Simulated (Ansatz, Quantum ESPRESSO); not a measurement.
# Band offsets of the BAs/BeS(110) superlattice, 5 + 5 layers, a = 4.748 Å, part 7 of 7

How do the band edges meet in the BAs/BeS(110) superlattice, 5 + 5 layers, a = 4.748 Å?

Quantum ESPRESSO 7.5; plane-wave DFT, LDA, GBRV ultrasoft pseudopotentials; cross-check by Ansatz 0.2.0 with PAW datasets.

So far. Step 14 (Projected density of states): The atomic orbitals miss 0.4 % of the occupied states; for empty states the projections can miss much more. Step 18 (Offsets by Ansatz's align-bands): The step of the mean potential differs from pw.x's, since each set of potentials has its own local parts; only the offsets compare.

## Step 20: SCF with pw.x of bulk BeS, with degauss = 0.005, mixing_mode = plain and electron_maxstep = 100

A sensitivity test on the input.

Level of this step: plane-wave DFT, LDA, GBRV ultrasoft pseudopotentials (Quantum ESPRESSO 7.5).

File b.w0.in:

```
&control
  prefix = 'b.w0'
  outdir = './out'
  pseudo_dir = './pseudo'
  calculation = 'scf'
  tprnfor = .true.
/
&system
  ibrav = 0
  nat = 4
  ntyp = 2
  ecutwfc = 40
  ecutrho = 200
  occupations = 'smearing'
  smearing = 'fd'
  degauss = 0.005
/
&electrons
  conv_thr = 1e-07
  mixing_beta = 0.5
  electron_maxstep = 100
  mixing_mode = 'plain'
/
ATOMIC_SPECIES
  Be  9.0122  be_lda_v1.4.uspp.F.UPF
  S   32.0600  s_lda_v1.4.uspp.F.UPF
CELL_PARAMETERS angstrom
  4.74800000000000 0.00000000000000 0.00000000000000
  0.00000000000000 3.35734299707373 0.00000000000000
  0.00000000000000 0.00000000000000 3.35734299707373
ATOMIC_POSITIONS crystal
  Be  0.000000000000 0.000000000000 0.000000000000
  S   0.250000000000 0.500000000000 0.000000000000
  Be  0.500000000000 0.500000000000 0.500000000000
  S   0.750000000000 0.000000000000 0.500000000000
K_POINTS automatic
  6 8 8 0 0 0
```

The run is started by

```
$ OMP_NUM_THREADS=1 mpirun -n 4 pw.x -nk 4 -in b.w0.in > b.w0.out
```

What it wrote:

```text
[banner, memory and clock lines left out]
Program PWSCF v.7.5 starts
[citation notice left out]

[...]
Message from routine setup:
[...]
bravais-lattice index     =            0
     lattice parameter (alat)  =       8.9724  a.u.
     unit-cell volume          =     361.1592 (a.u.)^3
     number of atoms/cell      =            4
     number of atomic types    =            2
     number of electrons       =        20.00
     number of Kohn-Sham states=           14
     kinetic-energy cutoff     =      40.0000  Ry
     charge density cutoff     =     200.0000  Ry
     scf convergence threshold =      1.0E-07
     mixing beta               =       0.5000
     number of iterations used =            8  plain     mixing
     Exchange-correlation=  SLA  PZ   NOGX NOGC
                           (   1   1   0   0   0   0   0)

[...]
PseudoPot. # 1 for Be read from file:
     ./pseudo/be_lda_v1.4.uspp.F.UPF
     Pseudo is Ultrasoft, Zval =  4.0
     Generated by new atomic code, or converted to UPF format
     Using radial grid of  769 points,  6 beta functions with:
                l(1) =   0
                l(2) =   0
                l(3) =   0
                l(4) =   1
                l(5) =   1
                l(6) =   2
     Q(r) pseudized with 10 coefficients,  rinner =    1.000   1.000   1.000
                                                       1.000   1.000

     PseudoPot. # 2 for S  read from file:
     ./pseudo/s_lda_v1.4.uspp.F.UPF
     Pseudo is Ultrasoft + core correction, Zval =  6.0
     Generated by new atomic code, or converted to UPF format
     Using radial grid of  907 points,  6 beta functions with:
                l(1) =   0
                l(2) =   0
                l(3) =   1
                l(4) =   1
                l(5) =   2
                l(6) =   2
     Q(r) pseudized with  8 coefficients,  rinner =    1.300   1.300   1.300
                                                       1.300   1.300

     atomic species   valence    mass     pseudopotential
     Be                4.00     9.01220     Be( 1.00)
     S                 6.00    32.06000     S ( 1.00)

      8 Sym. Ops. (no inversion) found

[...]
number of k points=    60  Fermi-Dirac smearing, width (Ry)=  0.0050
[...]
Dense  grid:    17225 G-vectors     FFT dimensions: (  45,  30,  30)

     Smooth grid:    12401 G-vectors     FFT dimensions: (  40,  25,  25)

     Initial potential from superposition of free atoms

     starting charge      19.9996, renormalised to      20.0000
     Starting wfcs are   18 randomized atomic wfcs

     per-process dynamical memory:    23.9 Mb

     Self-consistent Calculation

     iteration #  1     ecut=    40.00 Ry     beta= 0.50
     Davidson diagonalization with overlap
     ethr =  1.00E-02,  avg # of iterations =  4.3

     Threshold (ethr) on eigenvalues was too large:
     Diagonalizing with lowered threshold

     Davidson diagonalization with overlap
     ethr =  4.75E-04,  avg # of iterations =  2.0

     total energy              =    -104.49686192 Ry
     estimated scf accuracy    <       0.09787533 Ry

     iteration #  2     ecut=    40.00 Ry     beta= 0.50
[...]
total energy              =    -104.49582316 Ry
     estimated scf accuracy    <       0.01511089 Ry

     iteration #  3     ecut=    40.00 Ry     beta= 0.50
[...]
total energy              =    -104.49819702 Ry
     estimated scf accuracy    <       0.00040470 Ry

     iteration #  4     ecut=    40.00 Ry     beta= 0.50
[...]
total energy              =    -104.49845147 Ry
     estimated scf accuracy    <       0.00002435 Ry

     iteration #  5     ecut=    40.00 Ry     beta= 0.50
[...]
total energy              =    -104.49846543 Ry
     estimated scf accuracy    <       0.00001175 Ry

     iteration #  6     ecut=    40.00 Ry     beta= 0.50
[...]
End of self-consistent calculation

          k = 0.0000 0.0000 0.0000 (  1523 PWs)   bands (ev):

   -90.9667 -90.9662  -8.0107  -5.5976   0.7293   3.1965   3.1965   6.0975
     6.0975   6.0976   8.8501  10.8245  11.5824  11.5825

          k = 0.0000 0.0000 0.1768 (  1539 PWs)   bands (ev):

   -90.9666 -90.9665  -7.8810  -5.5818   0.8590   2.5799   3.3223   5.2844
     5.7153   6.0437   9.4216  11.4812  11.6511  11.7314

[...]
the Fermi energy is     7.5372 ev

!    total energy              =    -104.49846777 Ry
     estimated scf accuracy    <       0.00000004 Ry
     smearing contrib. (-TS)   =      -0.00000000 Ry
     internal energy E=F+TS    =    -104.49846777 Ry

     The total energy is F=E-TS. E is the sum of the following terms:
     one-electron contribution =     -31.56642377 Ry
     hartree contribution      =      15.49686077 Ry
     xc contribution           =     -26.70514113 Ry
     ewald contribution        =     -61.72376363 Ry

     convergence has been achieved in   6 iterations

     Forces acting on atoms (cartesian axes, Ry/au):

     atom    1 type  1   force =     0.00000000    0.00000000    0.00000000
     atom    2 type  2   force =     0.00000475    0.00000000    0.00000000
     atom    3 type  1   force =     0.00000000    0.00000000    0.00000000
     atom    4 type  2   force =    -0.00000475    0.00000000    0.00000000

     Total force =     0.000007     Total SCF correction =     0.000008
     SCF correction compared to forces is large: reduce conv_thr to get better values

[...]
```

The job ended after 4.5 s (4 MPI ranks of Arm Neoverse V2, shared host; peak memory 0.28 GiB).

Beside the run it was changed from:

| quantity | this run | unchanged run | difference |
| --- | --- | --- | --- |
| free energy (eV) | -1421.774 | -1421.774 | 0 |
| wall time (s) | 4.5 | 4.4 |  |
| SCF iterations | 6 | 6 |  |

The free energy moves by +0 meV an atom.

## Step 21: SCF with pw.x of bulk BeS, with K_POINTS = [1, 1, 1]

Another try, with an input changed as a hurried user might.

File b.bad.in:

```
&control
  prefix = 'b.bad'
  outdir = './out'
  pseudo_dir = './pseudo'
  calculation = 'scf'
  tprnfor = .true.
/
&system
  ibrav = 0
  nat = 4
  ntyp = 2
  ecutwfc = 40
  ecutrho = 200
  occupations = 'smearing'
  smearing = 'fd'
  degauss = 0.002
/
&electrons
  conv_thr = 1e-07
  mixing_beta = 0.5
  electron_maxstep = 75
/
ATOMIC_SPECIES
  Be  9.0122  be_lda_v1.4.uspp.F.UPF
  S   32.0600  s_lda_v1.4.uspp.F.UPF
CELL_PARAMETERS angstrom
  4.74800000000000 0.00000000000000 0.00000000000000
  0.00000000000000 3.35734299707373 0.00000000000000
  0.00000000000000 0.00000000000000 3.35734299707373
ATOMIC_POSITIONS crystal
  Be  0.000000000000 0.000000000000 0.000000000000
  S   0.250000000000 0.500000000000 0.000000000000
  Be  0.500000000000 0.500000000000 0.500000000000
  S   0.750000000000 0.000000000000 0.500000000000
K_POINTS automatic
  1 1 1 0 0 0
```

The run is started by

```
$ OMP_NUM_THREADS=1 mpirun -n 4 pw.x -nk 1 -in b.bad.in > b.bad.out
```

What it wrote:

```text
[banner, memory and clock lines left out]
Program PWSCF v.7.5 starts
[citation notice left out]

[...]
Message from routine setup:
[...]
bravais-lattice index     =            0
     lattice parameter (alat)  =       8.9724  a.u.
     unit-cell volume          =     361.1592 (a.u.)^3
     number of atoms/cell      =            4
     number of atomic types    =            2
     number of electrons       =        20.00
     number of Kohn-Sham states=           14
     kinetic-energy cutoff     =      40.0000  Ry
     charge density cutoff     =     200.0000  Ry
     scf convergence threshold =      1.0E-07
     mixing beta               =       0.5000
     number of iterations used =            8  plain     mixing
     Exchange-correlation=  SLA  PZ   NOGX NOGC
                           (   1   1   0   0   0   0   0)

[...]
PseudoPot. # 1 for Be read from file:
     ./pseudo/be_lda_v1.4.uspp.F.UPF
     Pseudo is Ultrasoft, Zval =  4.0
     Generated by new atomic code, or converted to UPF format
     Using radial grid of  769 points,  6 beta functions with:
                l(1) =   0
                l(2) =   0
                l(3) =   0
                l(4) =   1
                l(5) =   1
                l(6) =   2
     Q(r) pseudized with 10 coefficients,  rinner =    1.000   1.000   1.000
                                                       1.000   1.000

     PseudoPot. # 2 for S  read from file:
     ./pseudo/s_lda_v1.4.uspp.F.UPF
     Pseudo is Ultrasoft + core correction, Zval =  6.0
     Generated by new atomic code, or converted to UPF format
     Using radial grid of  907 points,  6 beta functions with:
                l(1) =   0
                l(2) =   0
                l(3) =   1
                l(4) =   1
                l(5) =   2
                l(6) =   2
     Q(r) pseudized with  8 coefficients,  rinner =    1.300   1.300   1.300
                                                       1.300   1.300

     atomic species   valence    mass     pseudopotential
     Be                4.00     9.01220     Be( 1.00)
     S                 6.00    32.06000     S ( 1.00)

      8 Sym. Ops. (no inversion) found

[...]
number of k points=     1  Fermi-Dirac smearing, width (Ry)=  0.0020
[...]
Dense  grid:    17225 G-vectors     FFT dimensions: (  45,  30,  30)

     Smooth grid:    12401 G-vectors     FFT dimensions: (  40,  25,  25)

     Initial potential from superposition of free atoms

     starting charge      19.9996, renormalised to      20.0000
     Starting wfcs are   18 randomized atomic wfcs

     per-process dynamical memory:    12.2 Mb

     Self-consistent Calculation

     iteration #  1     ecut=    40.00 Ry     beta= 0.50
     Davidson diagonalization with overlap
     ethr =  1.00E-02,  avg # of iterations =  4.0

     total energy              =    -103.51635465 Ry
     estimated scf accuracy    <       0.32628707 Ry

     iteration #  2     ecut=    40.00 Ry     beta= 0.50
[...]
total energy              =    -103.54466762 Ry
     estimated scf accuracy    <       0.03681100 Ry

     iteration #  3     ecut=    40.00 Ry     beta= 0.50
[...]
total energy              =    -103.54660620 Ry
     estimated scf accuracy    <       0.00398940 Ry

     iteration #  4     ecut=    40.00 Ry     beta= 0.50
[...]
total energy              =    -103.54784353 Ry
     estimated scf accuracy    <       0.00015419 Ry

     iteration #  5     ecut=    40.00 Ry     beta= 0.50
[...]
total energy              =    -103.54792196 Ry
     estimated scf accuracy    <       0.00002939 Ry

     iteration #  6     ecut=    40.00 Ry     beta= 0.50
[...]
total energy              =    -103.54792253 Ry
     estimated scf accuracy    <       0.00000977 Ry

     iteration #  7     ecut=    40.00 Ry     beta= 0.50
[...]
total energy              =    -103.54792424 Ry
     estimated scf accuracy    <       0.00000069 Ry

     iteration #  8     ecut=    40.00 Ry     beta= 0.50
[...]
End of self-consistent calculation

          k = 0.0000 0.0000 0.0000 (  1523 PWs)   bands (ev):

   -91.3719 -91.3706  -7.3233  -4.7116   1.2089   3.7667   3.7667   6.8966
     6.8966   6.9219   9.0404  11.0491  11.8152  11.8223

     the Fermi energy is     8.0421 ev

!    total energy              =    -103.54792488 Ry
     estimated scf accuracy    <       0.00000007 Ry
     smearing contrib. (-TS)   =       0.00000000 Ry
     internal energy E=F+TS    =    -103.54792488 Ry

     The total energy is F=E-TS. E is the sum of the following terms:
     one-electron contribution =     -31.04385440 Ry
     hartree contribution      =      16.23795296 Ry
     xc contribution           =     -27.01825981 Ry
     ewald contribution        =     -61.72376363 Ry

     convergence has been achieved in   8 iterations

     Forces acting on atoms (cartesian axes, Ry/au):

     atom    1 type  1   force =     0.00000000    0.00000000    0.00000000
     atom    2 type  2   force =     0.00010066    0.00000000    0.00000000
     atom    3 type  1   force =     0.00000000    0.00000000    0.00000000
     atom    4 type  2   force =    -0.00010066    0.00000000    0.00000000

     Total force =     0.000142     Total SCF correction =     0.000550
     SCF correction compared to forces is large: reduce conv_thr to get better values

[...]
```

Wall time 1.1 s (4 MPI ranks); peak memory 0.1 GiB; 4.1 s of CPU time.

Residual by cycle:

cycle, log10 residual and a bar from the least value:
```
        1       -0.5 ##############################
        2       -1.4 ##########################
        3       -2.4 #####################
        4       -3.8 ###############
        5       -4.5 ############
        6       -5.0 ##########
        7       -6.2 ####
        8       -7.2
```

The SCF loop closed, but a setting was changed on purpose, so the numbers serve as a test and not as the result.

The fault put into the input: the zone centre alone (K_POINTS = [1, 1, 1]).

Beside the run it was changed from:

| quantity | this run | unchanged run | difference |
| --- | --- | --- | --- |
| free energy (eV) | -1408.841 | -1421.774 | 13 |
| wall time (s) | 1.1 | 4.4 |  |
| SCF iterations | 8 | 6 |  |

The free energy moves by +3.2e+03 meV an atom.

## Step 22: Summary of results

```json
{
  "valence top of BeS less that of BAs": "-1.96 eV",
  "conduction bottom of BeS less that of BAs": "-0.31 eV",
  "gap of bulk BAs along the path": "1.10 eV",
  "gap of bulk BeS along the path": "2.75 eV",
  "the valence offset by Ansatz": "-1.97 eV"
}
```

The valence top of BeS lies 1.96 eV below that of BAs, and its conduction bottom 0.31 eV below (LDA, GBRV ultrasoft). At this level the alignment is staggered (type II). The conduction bottom lies on the line from Γ to X in BAs and at X in BeS. The atoms are held on ideal sites, so the interface is not relaxed. The thickness of the layers was not varied. Quantum ESPRESSO and Ansatz give -1.96 and -1.97 eV for the valence offset, which agree. Both crystals are held cubic at a = 4.748 Å, a typed value between or near their lattice constants, which no run here tested; a real film grown on one of them would be clamped in the plane and relax along the normal. Semilocal gaps are too small and can put the valleys in the wrong order, which spoils the conduction offset more than the valence offset. Spin-orbit coupling is left out; depending on the atoms that carry the levels of interest, it can split and shift them by tens to hundreds of meV.

[Logs are printed without paths, hosts, clocks, repeated set-up lines and the standing remarks that a program may print on its own settings, such as how far it seeks lower states.]

[Hosts, paths, dates, database ids (printed as entryN), source tags and the programs' standing remarks are cut or masked in the printed files.]

[Maps of the electrostatic potential energy from Ansatz leave out the sawtooth potential of an applied field or a dipole correction, so their vacuum need not be flat; planar profiles and work functions include it.]
